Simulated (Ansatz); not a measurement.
Start of a relaxation, (100) slab as cut from the bulk (AlAs, F-43m (No. 216), (1 0 0) face):

```
CELL_PARAMETERS angstrom
4.01255 0.00000 0.00000
0.00000 4.01255 0.00000
0.00000 0.00000 26.34919
ATOMIC_POSITIONS crystal
As 0.00000 0.50000 0.28464
Al 0.50000 0.50000 0.33848
As 0.50000 0.00000 0.39232
Al 0.00000 0.00000 0.44616
As 0.00000 0.50000 0.50000
Al 0.50000 0.50000 0.55384
As 0.50000 0.00000 0.60768
Al 0.00000 0.00000 0.66152
As 0.00000 0.50000 0.71536
```

Theory: DFT PBEsol, scalar-relativistic, plane waves, PAW (Ansatz). Plane waves to 420 eV, a k mesh through Γ of 7×7×1 on the computed 9-atom cell and Gaussian smearing (0.05 eV); no spin polarisation. The cell repeats along c with a dipole correction in the vacuum.

All atoms are free. The cell is fixed. Force threshold 0.02 eV/Å.

(1) Where does it end?

Results:

(1) The energy falls by 0.008 eV in 3 steps, to:

```xyz
9
Lattice="4.0125 0.0000 0.0000 0.0000 4.0125 0.0000 0.0000 0.0000 26.3492" Properties=species:S:1:pos:R:3 pbc="T T T"
As    0.0000    2.0063    7.5125
Al    2.0063    2.0063    8.9030
As    2.0063    0.0000   10.3487
Al    0.0000    0.0000   11.7475
As    0.0000    2.0063   13.1746
Al    2.0063    2.0063   14.6017
As    2.0063    0.0000   16.0005
Al    0.0000    0.0000   17.4462
As    0.0000    2.0063   18.8367
```

Cost: 1 run of about 2.6 core-minutes, on Arm Neoverse V1 (shared hosts).